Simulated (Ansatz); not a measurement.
# MnO2: the cost of one run

Computed with Ansatz 0.2.0 (DFT PBE+U, PAW, plane waves, scalar-relativistic; U − J = 3.9 eV on Mn d, unless a step's input says otherwise).

**1. The system as given**

The structure is orthorhombic, space group Pnma (No. 62). Conventional cell: a = 9.320 Å, b = 2.850 Å, c = 4.460 Å, α = 90.00°, β = 90.00°, γ = 90.00°. Mn (site symmetry m) is surrounded by 6 O at 1.84 to 1.93 Å. O (site symmetry m) is surrounded by 3 Mn at 1.93 Å. O (site symmetry m) is surrounded by 3 Mn at 1.84 to 1.87 Å.

Structure file:

```xyz
12
Lattice="9.3200 0.0000 0.0000 0.0000 2.8500 0.0000 0.0000 0.0000 4.4600" Properties=species:S:1:pos:R:3 pbc="T T T"
Mn    5.9648    0.7125    2.1408
Mn    3.3552    2.1375    2.3192
Mn    1.3048    0.7125    0.0892
Mn    8.0152    2.1375    4.3708
O     4.9862    2.1375    1.2934
O     4.3338    0.7125    3.1666
O     0.3262    2.1375    0.9366
O     8.9938    0.7125    3.5234
O     7.3162    0.7125    0.8474
O     2.0038    2.1375    3.6126
O     2.6562    0.7125    1.3826
O     6.6638    2.1375    3.0774
```

In tables a label like O12 counts atoms in the order of input.yaml; a structure file may count by element.

Planned first: parallel moments, plain SCF; opposed moments +-+-, plain SCF; no spin polarisation; spin on, no moments given (the program may seed its own), plain SCF; opposed moments ++--, plain SCF. What is tried next depends on their ends.

A plain SCF has the search for lower states switched off and ends at the first converged state. Ends within 0.2 meV/atom and 0.1 μB count as one state.

Site moments are integrals over atomic spheres and don't add up to the total.

**2. Parallel moments, plain SCF**

Input file input.yaml:

```yaml
crystal:
  lattice:
    - [9.32, 0.0, 0.0]
    - [0.0, 2.85, 0.0]
    - [0.0, 0.0, 4.46]
  atoms:
    - { symbol: Mn, position: [0.64, 0.25, 0.48], spin: 4.5 }
    - { symbol: Mn, position: [0.36, 0.75, 0.52], spin: 4.5 }
    - { symbol: Mn, position: [0.14, 0.25, 0.02], spin: 4.5 }
    - { symbol: Mn, position: [0.86, 0.75, 0.98], spin: 4.5 }
    - { symbol: O, position: [0.535, 0.75, 0.29] }
    - { symbol: O, position: [0.465, 0.25, 0.71] }
    - { symbol: O, position: [0.035, 0.75, 0.21] }
    - { symbol: O, position: [0.965, 0.25, 0.79] }
    - { symbol: O, position: [0.785, 0.25, 0.19] }
    - { symbol: O, position: [0.215, 0.75, 0.81] }
    - { symbol: O, position: [0.285, 0.25, 0.31] }
    - { symbol: O, position: [0.715, 0.75, 0.69] }
magnetization:
  spin_polarized: true
hamiltonian:
  xc: pbe
  pseudopotentials: { kind: paw }
  hubbard: { sites: [{ species: Mn, l: d, u_eff: 3.9 }] }
basis:
  ecutwfc: 420
kpoints:
  mp_grid: { grid: [2, 6, 4] }
scf:
  occupations: { method: fermi_dirac, width: 0.05 }
  lower_state_search: "off"
output:
  forces: true
  stress: true
  write_density: true
  write_potential: true
  elf: true
  volumetric_format: npy
```

The run is started by

```bash
ansatz run input.yaml --threads 4 --pin off --max-ram 9216MiB --backend cpu --events-out ev --progress --plain --runs-dir out
```

What time and memory should one allow on 4 threads of Arm Neoverse V1, shared host?

About 14 s, with a peak of 0.8 GiB.
